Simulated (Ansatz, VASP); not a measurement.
## Two plane-wave programs on Ti

The input INCAR:

```
SYSTEM = Ti
PREC = Accurate
ENCUT = 520
EDIFF = 1E-8
ISMEAR = -1
SIGMA = 0.05
LREAL = .False.
LASPH = .True.
NELM = 100
ALGO = Normal
ISIF = 2
LWAVE = .False.
LCHARG = .False.
GGA = PE
LEFG = .True.
NBANDS = 12
```

File KPOINTS:

```
Automatic mesh
0
Gamma
  15 15 15
  0 0 0
```

File POSCAR:

```
Ti
1.0
    2.6622834320      0.0000000000      0.0000000000
    0.0000000000      2.6622834320      0.0000000000
    0.0000000000      0.0000000000      2.6622834320
Ti
1
Direct
    0.0000000000      0.0000000000      0.0000000000
```

Input for Ansatz:

```yaml
crystal:
  lattice:
    - [2.662283432, 0.0, 0.0]
    - [0.0, 2.662283432, 0.0]
    - [0.0, 0.0, 2.662283432]
  atoms:
    - { symbol: Ti, position: [0.0, 0.0, 0.0] }
kpoints:
  mp_grid: { grid: [15, 15, 15] }
scf:
  occupations: { method: fermi_dirac, width: 0.05 }
hamiltonian:
  xc: pbe
  pseudopotentials: { kind: paw }
output:
  forces: true
  stress: true
  eigenvalues: true
  efg: { contact_densities: true }
```

Change from the starting cell: volume scaled by 1.025, PAW files.

Alike in both runs: task electric field gradients; functional PBE; k mesh 15 × 15 × 15; occupations fermi-dirac, width 0.05 eV; no spin polarisation.

|  | VASP | Ansatz |
| --- | --- | --- |
| version | VASP 6.6.1 | Ansatz 0.2.0 |
| potentials or method | VASP PAW PBE potentials, release 64 (Ti_sv) | PAW with Ansatz's default frozen-core files, scalar-relativistic |
| plane-wave cutoff (eV) | 520 | 420 |
| valence electrons in the cell | 12 | 12 |

VASP gave:

- pressure (GPa): -1.9
- Vzz of the field gradient on the site that differs most (V/Å²): 0.0

Question: Which values does Ansatz return?

Answer: Pressure (GPa): -1.8; Vzz of the field gradient on the site that differs most (V/Å²): 0.0.
